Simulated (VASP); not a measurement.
# A VASP 6.6.1 single-point calculation on Li2O

INCAR

```
IBRION = -1
LASPH = .TRUE.
METAGGA = TPSS
ISIF = 2
ISMEAR = -1
SIGMA = 0.02
NSW = 0
LCHARG = .FALSE.
NBANDS = 13
ENCUT = 520
PREC = Normal
LREAL = .FALSE.
EDIFF = 1E-7
NELM = 120
LWAVE = .FALSE.
```

KPOINTS

```
KPOINTS created by Atomic Simulation Environment
0
Gamma
10 10 10
0 0 0
```

POSCAR

```
Li O
 1.0000000000000000
     0.0000000000000000    2.2863690217432397    2.2863690217432397
     2.2863690217432397    0.0000000000000000    2.2863690217432397
     2.2863690217432397    2.2863690217432397    0.0000000000000000
 Li  O
   2   1
Cartesian
  1.1431845108716199  1.1431845108716199  1.1431845108716199
  3.4295535326148601  3.4295535326148601  3.4295535326148601
  0.0000000000000000  0.0000000000000000  0.0000000000000000
```

The recommended PBE PAW datasets give the neutral cell 12 valence electrons.

Command

```
mpirun -np 1 vasp_std
```

Task: Predict the outcome of this run.

Result: It converged. Results: gap between bands v and c on the k mesh 5.02 eV; least direct gap on the k mesh 5.52 eV; pressure 1.1 GPa. Band v is the last that the valence electrons fill when counted band by band, and c is the next.

OSZICAR

```
N       E                     dE             d eps       ncg     rms          rms(c)
DAV:   1     0.652743777887E+02    0.65274E+02   -0.63756E+03  1833   0.123E+03
DAV:   2     0.280328178871E+01   -0.62471E+02   -0.58735E+02  1840   0.303E+02
DAV:   3    -0.127190602766E+02   -0.15522E+02   -0.13993E+02  2428   0.103E+02
DAV:   4    -0.181795866646E+02   -0.54605E+01   -0.48552E+01  2172   0.774E+01
DAV:   5    -0.206453764479E+02   -0.24658E+01   -0.22016E+01  2380   0.336E+01    0.315E+01
DAV:   6    -0.228553100501E+02   -0.22099E+01   -0.15041E+03  1222   0.437E+02    0.241E+01
DAV:   7    -0.227791800244E+02    0.76130E-01   -0.48863E+01  1522   0.703E+01    0.136E+01
DAV:   8    -0.207157413414E+02    0.20634E+01   -0.29063E+00  1594   0.115E+01    0.801E+00
DAV:   9    -0.185853334609E+02    0.21304E+01   -0.32337E+00  1232   0.173E+01    0.355E+00
DAV:  10    -0.183009384786E+02    0.28439E+00   -0.59953E-02  1552   0.306E+00    0.191E+00
...
DAV:  56    -0.181234943100E+02    0.30160E-05   -0.53147E-07  1227   0.785E-03    0.236E-03
DAV:  57    -0.181234953279E+02   -0.10179E-05   -0.13511E-07  1504   0.343E-03    0.185E-03
DAV:  58    -0.181234966835E+02   -0.13556E-05   -0.27893E-07  1320   0.488E-03    0.883E-04
DAV:  59    -0.181234986126E+02   -0.19291E-05   -0.38404E-07  1608   0.598E-03    0.939E-05
DAV:  60    -0.181235004202E+02   -0.18076E-05   -0.21270E-07  1775   0.480E-03    0.309E-04
DAV:  61    -0.181235016587E+02   -0.12385E-05   -0.93548E-08  1601   0.357E-03    0.436E-04
DAV:  62    -0.181235023307E+02   -0.67204E-06   -0.18528E-08   721   0.184E-03    0.263E-04
DAV:  63    -0.181235026817E+02   -0.35095E-06   -0.21930E-08   984   0.131E-03    0.499E-04
DAV:  64    -0.181235027184E+02   -0.36741E-07   -0.20023E-08  1218   0.123E-03
   1 F= -.18123503E+02 E0= -.18123503E+02  d E =-.188772E-13
```

For comparison, a separate PBE run of the intended cell, on usual settings and not on those above, gives a gap of 5.03 eV on its mesh and a pressure of 3.0 GPa.
